Bi₂Se₃ is built of layers five atoms thick, Se–Bi–Se–Bi–Se, with a gap between one layer and the next. How strongly do the electrons feel the neighbouring layer across that gap? The table lists energy levels for electron waves of different direction and wavelength. Points a, b and c are the components of the wave vector along the three reciprocal vectors. Level under 1 is the highest filled level, level over 1 the lowest empty one, and energies count from the valence top.

Electron levels of Bi₂Se₃ (R-3m, five-atom cell) at a fixed, given structure, from Ansatz 0.2.0 with the RPBE functional and PAW datasets, without spin polarisation or spin–orbit coupling. The calculation used an 8×8×8 k mesh, a 420 eV plane-wave cutoff and Gaussian smearing of 0.05 eV. Energies are relative to the highest filled level on the mesh.

| point a (reciprocal cell vector) | point b (reciprocal cell vector) | point c (reciprocal cell vector) | level under 4 (eV) | level under 3 (eV) | level under 2 (eV) | level under 1 (eV) | level over 1 (eV) | level over 2 (eV) |
| --- | --- | --- | --- | --- | --- | --- | --- | --- |
| 0.0000 | 0.0000 | 0.0000 | -1.880 | -1.231 | -1.231 | 0.000 | 0.292 | 1.423 |
| 0.0000 | 0.0000 | 0.1250 | -1.363 | -1.363 | -0.984 | -0.708 | 1.175 | 1.820 |
| 0.0000 | 0.0000 | -0.5000 | -2.975 | -2.138 | -1.257 | -0.557 | 0.901 | 1.951 |
| 0.0000 | 0.1250 | -0.1250 | -2.237 | -0.972 | -0.612 | -0.498 | 1.229 | 1.504 |
| 0.0000 | -0.5000 | -0.5000 | -1.879 | -1.870 | -1.654 | -1.003 | 1.395 | 1.992 |
| 0.1250 | 0.1250 | -0.1250 | -1.667 | -1.394 | -1.386 | -0.772 | 1.527 | 2.077 |
| 0.2500 | 0.2500 | 0.2500 | ? | ? | ? | ? | ? | ? |

The last point lies halfway along the line from Γ, the origin, to Z at (½, ½, ½). On this line the wave repeats unchanged from cell to cell within a layer, and only its phase changes from layer to layer.

**(a) Which known points reveal the coupling between layers?**

*Solution.* Points 3 and 5, called L and F, do. The threefold axis makes L equivalent to (−½, 0, 0), and adding whole reciprocal vectors turns F into (0, ½, ½). Their difference is (½, ½, ½), the same step as from Γ to Z. The two waves therefore change phase in the same way from cell to cell within a layer, but the phase between neighbouring layers differs by half a turn.

From L to F the highest filled level falls by 0.446 eV and the lowest empty level rises by 0.494 eV. In a stack of isolated layers both changes would be zero, since no electron would notice the phase of the next layer. The layers of Bi₂Se₃ are thus well coupled, although no strong bonds join them.

**(b) Predict the levels at the last point, with ranges.**

*Solution.* The direction of the shifts is fixed beforehand. Over the whole k mesh, the highest filled and the lowest empty level both lie at Γ, so at any other mesh point the filled level cannot be higher and the empty level cannot be lower. A likely reason is that at Γ the p orbitals that face each other across the gap meet out of phase in the highest filled state, which raises its energy, and in phase in the lowest empty state, which lowers it. Turning the phase from layer to layer would weaken both effects. The table does not list the orbitals, so this picture remains an argument.

For the size, suppose that the spread from Γ to Z equals the change $\Delta$ from L to F, and that the energy follows one cosine of the phase $\varphi$ between layers:

$$E(\varphi)=E_\Gamma+\tfrac{1}{2}\Delta\,(1-\cos\varphi).$$

Halfway to Z the phase is a quarter turn, the cosine vanishes, and half the spread is reached. For the empty level this gives $0.292+0.494/2=0.54$ eV.

The assumption about the spread is the weak step. If only p orbitals pointing straight across the gap took part, with the same weight at all these points, the three contacts of each outer Se atom would add fully at Γ but partly cancel at L and F. The shifts would then be three times as large, with the edges at −0.67 and 1.03 eV. I take the smaller shifts, because across slanted contacts p orbitals lying in the layer can add to the coupling at L and F. This speaks against the full factor of three, but it does not prove that the two spreads are equal.

The ranges for the two edges run from no shift to twice the predicted shift, so they exclude the larger estimate:

- highest filled level: −0.22 eV, between −0.45 and 0 eV;
- lowest empty level: 0.54 eV, between 0.29 and 0.79 eV;
- gap at this point: about 0.76 eV.

Levels under 2 and 3 are equal at Γ, as expected for two p orbitals at right angles within the layer. The threefold axis and mirror planes survive along the whole line to Z, so the pair should stay equal. For it and the two remaining levels I keep the energies at Γ:

- levels under 2 and 3: an equal pair at −1.23 ± 0.2 eV;
- level under 4: −1.88 ± 0.5 eV;
- level over 2: 1.42 ± 0.3 eV.

**(c) Compare with the calculation and explain the misses.**

The withheld rows as computed:

| point a (reciprocal cell vector) | point b (reciprocal cell vector) | point c (reciprocal cell vector) | level under 4 (eV) | level under 3 (eV) | level under 2 (eV) | level under 1 (eV) | level over 1 (eV) | level over 2 (eV) |
| --- | --- | --- | --- | --- | --- | --- | --- | --- |
| 0.2500 | 0.2500 | 0.2500 | -1.715 | -1.302 | -1.302 | -0.253 | 0.527 | 1.552 |

*Solution.* Both edges lie within about 0.03 eV of the prediction, and the gap has widened to 0.78 eV. The estimate used the levels at Γ, L and F only. The threefold larger shifts would have missed by 0.4 to 0.5 eV. A single point tests the spread and the cosine together, however, so errors in the two could still offset each other. The single cosine also leaves out any mixing of the two edge states between Γ and Z, which would push them apart. Nor does the agreement show why the two spreads should be alike, since the edge states at L and F may be built from other orbitals than those at Γ.

The pair stays equal, as symmetry requires, but lies 0.07 eV below its energy at Γ. This is less than a third of the fall of the highest filled level. Across the slanted contacts, orbitals lying in the layer meet partly end-on and partly sideways. These two contributions have opposite signs and tend to cancel, which makes a weak coupling plausible.

The other two levels stay within their ranges but lie higher than predicted, level under 4 by 0.17 eV and level over 2 by 0.13 eV. Keeping the energies at Γ ignored their coupling across the gap. Level under 4 may be the in-phase partner of the highest filled state, which would explain why one rises as the other falls. It could also belong to a second equal pair, since the next level down is not listed.

These energies leave out spin–orbit coupling, which in the real crystal reverses the order of the two edge states at Γ and splits the pair. The small gap at Γ is therefore not the material's own gap, even if its size looks reasonable. The RPBE calculation also used PAW datasets made for another functional, PBE, and the effect on the levels was not tested. The atoms were held at a given structure. If they were relaxed with RPBE and no dispersion term, the layers would be expected to move apart and couple more weakly. The printed analysis after this text lists all predictions and misses.

The analysis program printed:

```
Change of highest valence level from L to F, eV: -0.446
Change of lowest conduction level from L to F, eV: 0.494
Share of the full stacking spread reached at the withheld point: 0.5
Forecast, highest valence level, eV: -0.223
Lower end of its range (upper end is the level at Gamma), eV: -0.446
Forecast, lowest conduction level, eV: 0.539
Upper end of its range (lower end is the level at Gamma), eV: 0.786
Forecast, gap at the withheld point, eV: 0.762
Rival with three contacts, highest valence level, eV: -0.669
Rival with three contacts, lowest conduction level, eV: 1.033
Forecast, equal pair (levels under 2 and 3), range plus or minus 0.2, eV: -1.231
Forecast, level under 4, range plus or minus 0.5, eV: -1.88
Forecast, level over 2, range plus or minus 0.3, eV: 1.423
Computed, highest valence level, eV: -0.253
Computed, lowest conduction level, eV: 0.527
Computed, gap at the withheld point, eV: 0.78
Computed, level under 2, eV: -1.302
Computed, level under 3, eV: -1.302
Computed, level under 4, eV: -1.715
Computed, level over 2, eV: 1.552
Miss (forecast less computed), highest valence level, eV: 0.03
Miss, lowest conduction level, eV: 0.012
Miss, gap at the withheld point, eV: -0.018
Miss of the rival, highest valence level, eV: -0.416
Miss of the rival, lowest conduction level, eV: 0.506
Miss, level under 2, eV: 0.071
Miss, level under 3, eV: 0.071
Miss, level under 4, eV: -0.165
Miss, level over 2, eV: -0.129
Computed shift from Gamma over forecast shift, valence: 1.135
Computed shift from Gamma over forecast shift, conduction: 0.9514
Computed splitting of levels under 2 and 3, eV: 0
```
